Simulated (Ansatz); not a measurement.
Set up this calculation in Ansatz 0.2.0, as the native input.

```yaml
Task: single point
Functional: PBE
Potentials_or_basis: Ansatz PAW
Cutoff: "420 eV (not typed: the program's choice for these potentials)"
k_mesh: 8 × 8 × 8
Occupations: gaussian, width 0.025 eV
Spin: no spin polarisation
```

The system is InPd.

```
CELL_PARAMETERS angstrom
3.27188 0.00000 0.00000
0.00000 3.27188 0.00000
0.00000 0.00000 3.27188
ATOMIC_POSITIONS crystal
In 0.00000 0.00000 0.00000
Pd 0.50000 0.50000 0.50000
```

The cell comes from a database or a generator and needn't be the stable form of this composition.

The input as run:

input.yaml

```yaml
crystal:
  lattice:
    - [3.27188478, 0.0, 0.0]
    - [0.0, 3.27188478, 0.0]
    - [0.0, 0.0, 3.27188478]
  atoms:
    - { symbol: In, position: [0.0, 0.0, 0.0] }
    - { symbol: Pd, position: [0.5, 0.5, 0.5] }
hamiltonian:
  xc: pbe
  pseudopotentials: { kind: paw }
kpoints:
  mp_grid: { grid: [8, 8, 8] }
scf:
  occupations: { method: gaussian, width: 0.025 }
output:
  forces: true
  stress: true
  eigenvalues: true
  write_density: true
  write_potential: true
  elf: true
  volumetric_format: npy
```

Potentials or basis: Ansatz PAW.

The run is started by

```console
$ ansatz run input.yaml --threads 2 --pin off --max-ram 5632MiB --backend cpu --events-out ev --progress --plain --runs-dir out
```

It gave:

| Item | Value |
| --- | --- |
| Pressure | 3.7 GPa |
| Band gap on the k mesh | none (metal or under the smearing width) |

Run time: 1.1 s on 2 threads of Arm Neoverse V1 (shared host), peak memory 0.3 GiB.
